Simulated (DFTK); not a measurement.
TaN, 2 atoms in the cell. The structure is cubic, space group Fm-3m (No. 225). The conventional cell has a = 4.423 Å, b = 4.423 Å, c = 4.423 Å, α = 90.00°, β = 90.00°, γ = 90.00°. Ta (site symmetry m-3m) has 6 N at 2.21 Å as nearest neighbours. Around N (site symmetry m-3m) lie 6 Ta at 2.21 Å. The cell comes from a database or a generator and needn't be the stable form of this composition.

| Quantity | Value |
| --- | --- |
| Program | DFTK 0.8.2 |
| Task | single point |
| Functional | PBE |
| Potentials or basis | SPMS 1.0 (PBE) |
| Cutoff | 1225 eV |
| k mesh | 10 × 10 × 10 |
| Occupations | fermi-dirac, width 0.05 eV |
| Spin | no spin polarisation |
| Valence electrons | N 5, Ta 13 |
| SCF tolerance on the density | 1e-06 |

Potentials or basis: SPMS 1.0 (PBE).

The run is started by

```console
$ julia --threads=1 run.jl  # save.jl only writes the numbers to a file and isn't shown; printed stress counts tension as positive; times include loading and compiling
```

Hardware: 1 thread of Intel(R) Xeon(R) 6975P-C (Granite Rapids) (shared host).

**Question.** Estimate the wall time of this run.

**Answer.** Run time: 99 s on 1 thread of Intel(R) Xeon(R) 6975P-C (Granite Rapids), with other jobs on the host, peak memory 1.8 GiB. Counts: scf iterations 10, k points 47, plane waves 2134, bands 14.
